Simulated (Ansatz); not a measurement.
# K (Im-3m) in Ansatz: single point with PBE

Aim: the single point of K with PBE.

Everything below comes from runs of Ansatz 0.2.0. Logs are shortened: lines on timing, memory, paths and dates and some standing lists are left out, and cuts for length are marked.

## Step 1: The undisturbed crystal

It takes space group Im-3m (No. 229, cubic). The conventional cell has a = 5.395 Å, b = 5.395 Å, c = 5.395 Å, α = 90.00°, β = 90.00°, γ = 90.00°.

## Step 2: Single point, PBE (strain = 0.0)

Input file input.yaml:

```yaml
crystal:
  lattice:
    - [-2.6975585167, 2.6975585167, 2.6975585167]
    - [2.6975585167, -2.6975585167, 2.6975585167]
    - [2.6975585167, 2.6975585167, -2.6975585167]
  atoms:
    - { symbol: K, position: [0.0, 0.0, 0.0] }
kpoints:
  mp_grid: { grid: [7, 7, 7] }
scf:
  occupations: { method: fermi_dirac, width: 0.05 }
hamiltonian:
  xc: pbe
  pseudopotentials: { kind: all_electron, lapw: { basis_error: 0.001 } }
output:
  forces: true
  stress: true
  eigenvalues: true
```

Potentials or basis: all-electron LAPW, scalar-relativistic.

Started as:

```console
$ ansatz run input.yaml --threads 1 --pin off --max-ram 3072MiB --backend cpu --events-out ev --progress --plain --runs-dir out
```

The program printed:

```text
Warning: RAYON_NUM_THREADS=1 ignored (pool sized by the plan → 1); use --threads N
LAPW: plane waves up to 3.694 Å⁻¹, error target 1.0e-3 eV per atom; small_component_spin mean_spin; K in spheres of 2.336 Å, 9 of its electrons in bands, Dirac shells [] (how accurate: hamiltonian.pseudopotentials.lapw.basis_error, Limitations)
Engine: ansatz 0.2.0, x86_64-unknown-linux-gnu
Pseudopotentials: kind: all_electron
Pseudopotential: K, LAPW, valence charge 9, lapw/all_electron/scalar/gaussian/K, Koelling and Harmon's equation, gaussian nucleus
Functional definition: PBE
  parameter kappa = 0.804
  parameter beta = 0.06672455060314922
  exchange = pbe_x(kappa = kappa, mu = beta*pi^2/3)
  correlation = pbe_c(beta = beta)
Crystal: 1 atoms, lattice volume = 78.519 Å³
Basis set: ecut = 51.99750248101496 eV, 79 PW (Γ), exchange–correlation at level 2
Bands: 9, of which v1, the nominal top of the filled ones, is band 5 counted from 1 (4 counted from 0)
Symmetry: 48 space group operations
Space group: Im-3m (ITA 229), of the structure as read, at distance tolerance 4.3e-5 Å
k-points: 20 of 343
Non-local potential: K, projectors of the file, none
Initial density: superposition of atomic densities (chi_scale 0.1, normalization cell)
Initial wavefunctions: plane waves of lowest kinetic energy (no species holds an atomic orbital)
Functional: x = pbe(κ = 0.804, μ = 0.2195149727645171), c = pbe(β = 0.06672455060314922)
iter 1 solved again at ethr=2.82e-5 eV; its pass at ethr=1.00e-1 eV (dr2=2.54e-3 eV) is discarded
SCF iter   1: F=—  HF=-16384.616646 eV  |F-HF|=—  |Δ(HF+E_count)|=         —  Δρ=1.24e-3  dr2=2.54e-3  ethr=2.82e-5  ⟨swp⟩=4.0  Hψ=1493  notcnv=0
preconditioner: auto → none  [insulator: Δε(μ)=0.195 eV  Ē_g=3.946 eV  σ=0.050 eV  W_gap=0.72  n_scr=12 (ndim 8)  ℏωp=4.2 eV  f_vac=0.000  D(μ)=0.86/eV (n_scr^D=0)  ε∞_Penn≈2.1]
SCF iter   2: F=—  HF=-16384.617335 eV  |F-HF|=—  |Δ(HF+E_count)|=   6.88e-4  Δρ=6.37e-4  dr2=6.70e-4  ethr=2.82e-5  ⟨swp⟩=2.0  Hψ=613  notcnv=0
iter 3 solved again at ethr=9.99e-8 eV; its pass at ethr=7.45e-6 eV (dr2=8.99e-6 eV) is discarded
SCF iter   3: F=—  HF=-16384.617975 eV  |F-HF|=—  |Δ(HF+E_count)|=   6.40e-4  Δρ=7.34e-5  dr2=9.00e-6  ethr=9.99e-8  ⟨swp⟩=2.0  Hψ=966  notcnv=0
SCF iter   4: F=—  HF=-16384.617975 eV  |F-HF|=—  |Δ(HF+E_count)|=   4.87e-8  Δρ=6.06e-6  dr2=6.11e-8  ethr=9.99e-8  ⟨swp⟩=2.0  Hψ=613  notcnv=0
SCF iter   5: F=-16384.617975 eV  HF=-16384.617975 eV  |F-HF|=4.56e-9  |Δ(HF+E_count)|=   2.27e-7  Δρ=9.40e-7  dr2=1.47e-9  ethr=6.79e-10  ⟨swp⟩=2.6  Hψ=626  notcnv=0
SCF 1 converged in 5 iterations: F = -16384.617975 eV  dr2 = 1.47e-9
SCF converged after 5 iterations
Free energy (F): -16384.617975 eV
Harris-Foulkes:  -16384.617975 eV  (|F-HF|=4.56e-9)
Internal energy: -16384.610807 eV  (E = F + TS)
E sigma→0 (E₀):  -16384.614391 eV
Entropy (-TS):   -0.007168 eV (-7.168 meV/atom)
Fermi energy:    1.663934 eV
--- Per-component energies (eV) ---
  E_band       = -143.963516
  E_kinetic    = 16497.282082
  E_xc         = -908.979630
  E_electrostatic = -31972.913259  (all electrons and nuclei)
  E_smearing   = -0.007168  (= −TS)
  E_closure    = 0.000000  (closes the sum)
  E_atoms      = -16383.591820  (free atoms, spherical and without spin; not in F)
  Σ components = -16384.617975   (vs F -16384.617975, Δ=0.00e0)
  Basis errors (estimates in eV, not in F): energy 2.6e-4 per atom: plane waves 2.6e-4 (1.3e-4 summed), levels above the bands 1.1e-44, relativity 6.5e-9, radial functions 3.1e-6, core shells 1.6e-12; eigenvalues (radial functions only) 3.8e-6; not estimated: angular momenta, meshes, grids; target (lapw.basis_error) 1.0e-3; muffin-tin radii K 2.336 Å
--- Forces (eV/Å), atoms counted from 1 ---
  atom   1  K     -0.00000000     0.00000000     0.00000000
  max |Σ_I F_I| component: 2.21e-32 eV/Å
--- Stress (GPa, compression-positive) ---
       -0.201997      -0.000000       0.000000
       -0.000000      -0.201997      -0.000000
        0.000000      -0.000000      -0.201997
  P = ⅓ Tr σ = -0.2020 GPa (-2.020 kbar)
--- Band table (eV; the first three rows and the last of 20) ---
  k-point 0: bands = ["-30.4995", "-13.9537", "-13.9537", "-13.9537", "-0.3937", "5.8887", "5.8887", "5.8887", "6.7470"]
  k-point 1: bands = ["-30.4990", "-13.9639", "-13.9572", "-13.9537", "-0.1545", "5.4437", "5.6064", "6.0708", "6.5162"]
  k-point 2: bands = ["-30.4977", "-13.9865", "-13.9649", "-13.9536", "0.5349", "4.2287", "5.1367", "6.5864", "6.6003"]
  k-point 19: bands = ["-30.4944", "-13.9922", "-13.9906", "-13.9906", "3.0360", "3.4685", "4.9649", "4.9649", "4.9893"]
```

Wall time 0.33 s (1 thread of AMD EPYC 9R45 (Zen 5), shared host); peak memory 0.23 GiB.

Results:

- Free energy: -16384.6180 eV
- Pressure: -0.2 GPa
- Band gap on the k mesh: none (metal or under the smearing width)

Levels at points of the mesh, in eV from the Fermi level:
| k point | band 1 | band 2 | band 3 | band 4 | band 5 | band 6 | band 7 | band 8 | band 9 |
| --- | --- | --- | --- | --- | --- | --- | --- | --- | --- |
| (0.00, 0.00, 0.00) | -32.16 | -15.62 | -15.62 | -15.62 | -2.06 | 4.22 | 4.22 | 4.22 | 5.08 |
